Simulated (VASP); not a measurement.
Crystal: Tb.

```
Tb
1.0
    -2.01000    2.01000    2.01000
     2.01000   -2.01000    2.01000
     2.01000    2.01000   -2.01000
Tb
1
Cartesian
  0.0000 0.0000 0.0000
```

This isn't the form of Tb at room conditions, which is hcp.

Base run:

```yaml
Program: VASP 6.6.1
Functional: PBE
Potentials_or_basis: VASP PAW PBE potentials, release 64 (Tb_3), 4f in core
Cutoff: 520 eV
k_mesh: 9 × 9 × 9
Occupations: gaussian, width 0.02 eV
Spin: collinear spin, ferromagnetic start
Starting_moments: "[6.0] μB"
```

Its results: band gap on the k mesh none (metal or under the smearing width); pressure -0.2 GPa; net moment 0.56 μB per cell; site moments Tb +0.39 μB.

**Question.** The run is repeated on the same cell with these changes: potentials or basis from VASP PAW PBE potentials, release 64 (Tb_3), 4f in core to VASP PAW PBE potentials, release 64 (Tb); cutoff from 520 eV to 500 eV; further incar settings from ALGO = Normal; EDIFF = 1.00e-07 to ALGO = Normal; EDIFF = 1e-07; valence electrons from 9 to 19. What comes out?

**Answer.** Band gap on the k mesh none (metal or under the smearing width); pressure -0.1 GPa; net moment 5.89 μB per cell; site moments Tb +5.68 μB.

Caveats: the magnetic or orbital state may not be the lowest; spin-orbit coupling is left out, which moves the levels of the heavy elements; ASE's xc='lda' writes no GGA tag, so the PBE potentials set the functional and the run is PBE (some runs); the 4f electrons are frozen in the core as for a trivalent ion, so they carry no moment and show no levels (some runs).
